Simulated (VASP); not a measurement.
Pd, 1 atom in the cell. The structure is cubic, space group Fm-3m (No. 225). The conventional cell has a = 3.872 Å, b = 3.872 Å, c = 3.872 Å, α = 90.00°, β = 90.00°, γ = 90.00°. Pd (site symmetry m-3m) has 12 Pd at 2.74 Å as nearest neighbours. 

* Program: VASP 6.6.1
* Task: single point
* Functional: PBEsol
* Potentials or basis: VASP PAW PBE potentials, release 64 (Pd)
* Cutoff: 700 eV
* k mesh: 18 × 18 × 18
* Occupations: gaussian, width 0.1 eV
* Spin: no spin polarisation
* Further INCAR settings: ALGO = Fast; EDIFF = 1e-06; NBANDS = 11

Potentials or basis: VASP PAW PBE potentials, release 64 (Pd).

Command:

```bash
$ cat potpaw_PBE.64/Pd/POTCAR > POTCAR
$ mpirun -np 1 vasp_std > vasp.out
```

Hardware: 1 thread of Intel(R) Xeon(R) 6975P-C (Granite Rapids), on a shared host.

How long does it take, and how much memory?

Run time: 13 s on 1 thread of Intel(R) Xeon(R) 6975P-C (Granite Rapids), with other jobs on the host, peak memory 0.17 GiB. Counts: scf iterations 12, k points 195.
